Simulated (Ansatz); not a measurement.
V under pressure: fit and missing row

V, Im-3m, a = 2.997 Å. Ansatz: PBE, PAW, 420 eV, Γ-centred 20×20×20 mesh on 1 atom, Gaussian smearing 0.10 eV; no spin polarisation. Cell and atoms are relaxed at each pressure, and no other structure is tried, so the rows at high pressure may lie past a change of phase.

| V (Å³/atom) | P (GPa) |
| --- | --- |
| ? | 90.01 |
| 11.105 | 49.98 |
| 12.044 | 25.00 |
| 12.693 | 11.99 |
| 13.178 | 4.03 |
| 13.391 | 0.95 |
| 13.462 | -0.03 |
| 13.529 | -0.93 |

Task: Take V0 = 13.462 Å³/atom, count pressures from its P0 = -0.03 GPa, fit the third-order Birch–Murnaghan form to the other rows, and predict the missing volume.

Result: With the Eulerian strain f = ½[(V0/V)^(2/3) − 1] and y = (P − P0)/[3f(1 + 2f)^(5/2)], the form is the line y = B0 + 1.5 B0 (B0′ − 4) f. Rows (f, y): 0.06846, 176.7; 0.03851, 180.0; 0.02000, 181.6; 0.00716, 182.4; 0.00177, 182.9; -0.00165, 183.3. Means f = 0.02237, y = 181.15; Σ(Δf)² = 0.003623, ΣΔfΔy = -0.3314; the slope is their ratio. y = 183.2 − 91.48 f GPa, so B0 = 183.2 GPa and B0′ = 4 + 2 × (-91.48)/(3 × 183.2) = 3.67. P = 90.01 GPa is met at f = 0.10670 (y = 173.44), so V = V0 (1 + 2f)^(−3/2) = 10.072 Å³/atom. The run gave 10.069 Å³/atom, so the fit is 0.003 Å³/atom too high, a small miss on the scale of the series. The form still works here, 79 % of the fitted range beyond its end.

The mesh isn't the same in all rows (20×20×20, 22×22×22).